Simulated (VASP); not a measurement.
# In, relaxation of the cell: which settings are enough?

In, I4/mmm (no. 139), 1 atom in the cell. RPBE; PAW potentials In_d (PBE set). VASP 6.6.1.

Wanted: cell volume within 0.2 %; lattice lengths within 0.1 %; shortest distances from each atom, periodic images included within 0.005 Å.

What the run is for: cell; Accuracy asked: standard.

The series start from Plane-wave cutoff (eV): 360; Smearing width (eV): 0.1; k-point mesh: 13 × 13 × 13; Relaxation passes: 2; Ionic threshold (EDIFFG): -0.005; Electronic threshold (eV): 1e-6; Precision mode (PREC): Accurate; Relaxation algorithm: IBRION=2 POTIM=0.5. Each series keeps the choices made before it, and each single choice may use up half of a tolerance. Times cover all steps of a run.

## Plane-wave cutoff (eV)

| Plane-wave cutoff (eV) | Cell volume (Å³) | Lattice lengths, largest deviation against the largest value | Shortest distances from each atom, periodic images included, largest deviation (Å) | Time (s) |
|---|---|---|---|---|
| 240 | 27.79 | 1.2 % | 0.0395 | 30 |
| 280 | 28.62 | 0.22 % | 0.0079 | 42 |
| 310 | 28.28 | 0.63 % | 0.0203 | 27 |
| 360 | 28.42 | 0.48 % | 0.0146 | 30 |
| 420 | 28.8 | 0.033 % | 0.0003 | 35 |
| 500 | 28.79 | 0.038 % | 0.0011 | 77 |
| 620 (reference) | 28.82 | 0 % | 0.0000 | 72 |

Chosen: 620; the next looser run is off by more than half of the tolerance, so convergence isn't shown beyond this value.

## Smearing width (eV)

| Smearing width (eV) | Cell volume (Å³) | Lattice lengths, largest deviation against the largest value | Shortest distances from each atom, periodic images included, largest deviation (Å) | Time (s) |
|---|---|---|---|---|
| 0.4 | 28.77 | 0.04 % | 0.0056 | 67 |
| 0.3 | 28.81 | 0.085 % | 0.0039 | 97 |
| 0.2 | 28.79 | 0.063 % | 0.0043 | 73 |
| 0.15 | 28.8 | 0.066 % | 0.0043 | 71 |
| 0.1 | 28.82 | 0.069 % | 0.0022 | 72 |
| 0.05 (reference) | 28.8 | 0 % | 0.0000 | 50 |

Chosen: 0.05; the next looser run is off by more than half of the tolerance, so convergence isn't shown beyond this value.

## k-point mesh

| k-point mesh | Cell volume (Å³) | Lattice lengths, largest deviation against the largest value | Shortest distances from each atom, periodic images included, largest deviation (Å) | Time (s) |
|---|---|---|---|---|
| 5 × 5 × 5 | 29.03 | 3.2 % | 0.1198 | 34 |
| 7 × 7 × 7 | 28.52 | 0.17 % | 0.0323 | 35 |
| 8 × 8 × 8 | 28.67 | 1.8 % | 0.0940 | 68 |
| 10 × 10 × 10 | 28.58 | 1.9 % | 0.0911 | 67 |
| 13 × 13 × 13 | 28.8 | 0.38 % | 0.0240 | 50 |
| 16 × 16 × 16 (reference) | 28.77 | 0 % | 0.0000 | 144 |

Chosen: 16 × 16 × 16; the next looser run is off by more than half of the tolerance, so convergence isn't shown beyond this value.

## Relaxation passes

| Relaxation passes | Cell volume (Å³) | Lattice lengths, largest deviation against the largest value | Shortest distances from each atom, periodic images included, largest deviation (Å) | Time (s) |
|---|---|---|---|---|
| 1 | 28.79 | 0.023 % | 0.0011 | 87 |
| 2 | 28.77 | 0 % | 0.0000 | 144 |
| 3 (reference) | 28.77 | 0 % | 0.0000 | 146 |

Chosen: 1, the loosest value from which every tighter one stays within half of the tolerance.

## Ionic threshold (EDIFFG)

| Ionic threshold (EDIFFG) | Cell volume (Å³) | Lattice lengths, largest deviation against the largest value | Shortest distances from each atom, periodic images included, largest deviation (Å) | Time (s) |
|---|---|---|---|---|
| -0.05 | 28.71 | 0.48 % | 0.0226 | 52 |
| -0.02 | 28.71 | 0.48 % | 0.0226 | 52 |
| -0.01 | 28.71 | 0.48 % | 0.0226 | 46 |
| -0.005 | 28.79 | 0.046 % | 0.0018 | 87 |
| -0.002 (reference) | 28.75 | 0 % | 0.0000 | 104 |

Chosen: -0.002; the next looser run is off by more than half of the tolerance, so convergence isn't shown beyond this value.

## Electronic threshold (eV)

| Electronic threshold (eV) | Cell volume (Å³) | Lattice lengths, largest deviation against the largest value | Shortest distances from each atom, periodic images included, largest deviation (Å) | Time (s) |
|---|---|---|---|---|
| 0.0001 | 28.81 | 0.068 % | 0.0027 | 362 |
| 1e-5 | 28.75 | 0.0086 % | 0.0008 | 124 |
| 1e-6 | 28.75 | 0.012 % | 0.0010 | 104 |
| 1e-7 (reference) | 28.74 | 0 % | 0.0000 | 128 |

Chosen: 1e-5.

## Precision mode (PREC)

| Precision mode (PREC) | Cell volume (Å³) | Lattice lengths, largest deviation against the largest value | Shortest distances from each atom, periodic images included, largest deviation (Å) | Time (s) |
|---|---|---|---|---|
| Normal | 28.74 | 0.00057 % | 0.0006 | 76 |
| Accurate (reference) | 28.75 | 0 % | 0.0000 | 124 |

Chosen: Normal.

## Relaxation algorithm

| Relaxation algorithm | Cell volume (Å³) | Lattice lengths, largest deviation against the largest value | Shortest distances from each atom, periodic images included, largest deviation (Å) | Time (s) |
|---|---|---|---|---|
| IBRION=2 POTIM=0.5 | 28.74 | 0 % | 0.0000 | 76 |
| IBRION=2 POTIM=0.2 | 28.74 | 0.006 % | 0.0005 | 89 |
| IBRION=1 POTIM=0.5 | 28.72 | 0.5 % | 0.0248 | 66 |
| IBRION=1 POTIM=0.2 | 28.72 | 0.5 % | 0.0246 | 116 |

Chosen: IBRION=2 POTIM=0.5; no other choice that stays within half of the tolerance saves 30 % of the time.

## All choices together

| Input | Cell volume (Å³) | Lattice lengths, largest deviation against the largest value | Shortest distances from each atom, periodic images included, largest deviation (Å) | Time (s) |
|---|---|---|---|---|
| the program's defaults (naive) | 27.58 | 1.6 % | 0.0333 | 4.4 |
| chosen settings | 28.74 | 0.031 % | 0.0009 | 76 |
| reference settings throughout | 28.77 | 0 % | 0.0000 | 190 |

The chosen settings stay within the tolerance of the reference run, but the reference itself isn't shown to be converged in: Plane-wave cutoff (eV), Smearing width (eV), k-point mesh, Ionic threshold (EDIFFG).

Values of the reference run: Lattice lengths: 3.502, 3.502, 3.502 Å; Shortest distances from each atom, periodic images included: 3.332, 3.332, 3.332, 3.332 Å.

## The input

INCAR.step1:
```
SYSTEM = In
GGA      = RP             ! functional
ISMEAR   = 1              ! smearing method
SIGMA    = 0.05           ! smearing width, eV
LWAVE    = .False.        ! write WAVECAR
LCHARG   = .False.        ! write CHGCAR
NSW      = 80             ! ionic steps
PREC     = Normal         ! precision mode
LASPH    = .True.         ! aspherical terms in the spheres
LREAL    = .False.        ! projectors in reciprocal space
ALGO     = Normal         ! electronic algorithm
EDIFF    = 1E-5           ! SCF threshold, eV
NELM     = 120            ! most SCF steps
GGA_COMPAT= .False.      
IBRION   = 2              ! ionic algorithm
ISIF     = 3              ! what is computed and relaxed
EDIFFG   = -0.002         ! ionic threshold
NELMIN   = 4            
ENCUT    = 620            ! plane-wave cutoff, eV
KPAR     = 4            
POTIM    = 0.5            ! step
```

INCAR.step2, as INCAR.step1 but for:
```
- NSW = 80
- IBRION = 2
- ISIF = 3
- EDIFFG = -0.002
- NELMIN = 4
- POTIM = 0.5
+ ISIF = 2
```

KPOINTS:
```
Automatic mesh
0
Gamma
  16 16 16
  0 0 0
```

POSCAR.step1:
```
In
1.0
   -1.6254700000      1.6254700000      2.4737000000
    1.6254700000     -1.6254700000      2.4737000000
    1.6254700000      1.6254700000     -2.4737000000
In
1
Direct
    0.0000000000      0.0000000000      0.0000000000
```

Commands (each step's output is kept before the next begins):
```
cat potpaw_PBE.64/In_d/POTCAR > POTCAR
cp INCAR.step1 INCAR
cp POSCAR.step1 POSCAR
mpirun -np 4 vasp_std > vasp.out
cp CONTCAR POSCAR
cp INCAR.step2 INCAR
mpirun -np 4 vasp_std > vasp.out
```

The chosen input took VASP 6.6.1 76 s on 4 cores (Intel Xeon 6975P-C (Granite Rapids)), a shared host.

## An input that fails: cell relaxed at a low cutoff

VASP's message: Orbital orthonormalization failed in the inversion of matrix LAPACK: Routine ZPOTRF failed! kpoint: 1 spin: 1 Possible solutions for this issue are: - Please check whether the atoms are too close to each other. - Decreasing POTIM might help during relaxations or MDs. - Deleting CHGCAR or WAVECAR if incompatible with the structure. - Try calculating without symmetrizing (ISYM = 0 or ISYM = -1). ….

Changes against the starting input:
```
(all steps)
- PREC = Accurate
- NELM = 120
- ENCUT = 360
+ PREC = Low
+ NELM = 80
+ ENCUT = 170
```
